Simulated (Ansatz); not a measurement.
Input of an Ansatz 0.2.0 run:

input.yaml

```yaml
crystal:
  lattice:
    - [3.5230547267, 0.0, 0.0]
    - [0.0, 3.5230547267, 0.0]
    - [0.0, 0.0, 3.5230547267]
  atoms:
    - { symbol: Ni, position: [0.5, 0.5, 0.0], spin: 1.0 }
    - { symbol: Ni, position: [0.5, 0.0, 0.5], spin: 1.0 }
    - { symbol: Ni, position: [0.0, 0.5, 0.5], spin: 1.0 }
    - { symbol: Al, position: [0.0, 0.0, 0.0] }
hamiltonian:
  xc: pbe
  pseudopotentials: { kind: paw }
magnetization:
  spin_polarized: true
kpoints:
  mp_grid: { grid: [8, 8, 8] }
scf:
  occupations: { method: fermi_dirac, width: 0.05 }
output:
  forces: true
  stress: true
  eigenvalues: true
relax:
  f_tol: 0.01
  max_steps: 40
  cell: { stress_tol: 0.05 }
```

Potentials or basis: Ansatz PAW.

The run is started by

```sh
$ ansatz run input.yaml --threads 2 --pin off --max-ram 5632MiB --backend cpu --events-out ev --progress --plain --runs-dir out
```

Question: What does it give for the site moments?

Answer: Ni +0.27; Al -0.02 μB.

Question: What does it give for the absolute moment?

Answer: 0.92 μB per cell.

Question: Predict the relaxed volume.

Answer: 11.35 Å³/atom.

The path:
| step | energy change (eV) | largest force (eV/Å) | volume (Å³) |
| --- | --- | --- | --- |
| 1 | 0.0000 | 0.0000 | 43.73 |
| 2 | -0.0277 | 0.0000 | 44.56 |
| 3 | -0.0361 | 0.0000 | 45.33 |
| 4 | -0.0361 | 0.0000 | 45.38 |
| 5 | -0.0367 | 0.0000 | 45.38 |

Caveat: the plane-wave basis is chosen anew once the cell has moved, so the energies of steps on either side of that aren't comparable.
